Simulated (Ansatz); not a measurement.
Wires are cut from relaxed bulk InSb (F-43m, 34.64 Å³/atom, gap on the mesh 0.00 eV); atoms and period are relaxed, and energies count from that bulk. Caps count from half an H2 molecule.

All numbers below come from DFT PBEsol, scalar-relativistic, plane waves, PAW in Ansatz 0.2.0.

Cutoff 420 eV, Gaussian smearing of 0.05 eV, energies at zero smearing, symmetry of each start kept, no spin polarisation.

```
                                         start atoms k mesh excess energy (eV per host atom) line energy (eV/Å) period (Å) gap on the mesh (eV) highest filled level or Fermi level under vacuum (eV)
 [001] wire, 6 host atoms a period with H caps     16   1×1×9                             0.793               0.746       6.371                  3.54                                                   6.01
 [001] wire, 8 host atoms a period with H caps     20   1×1×9                             0.727               0.917       6.340                  3.13                                                      -
[001] wire, 12 host atoms a period with H caps     28   1×1×9                             0.644               1.147       6.739                  2.60                                                      -
```

Spin-orbit coupling is left out, which matters for the bands of heavy elements. An odd mesh misses points on the zone edge, so a gap read on it can be too wide.

Each run keeps its start's symmetry and one magnetic start, so lower states can exist.

Cost: 3 runs of about 110 core-minutes in all, on Arm Neoverse V2 (shared hosts).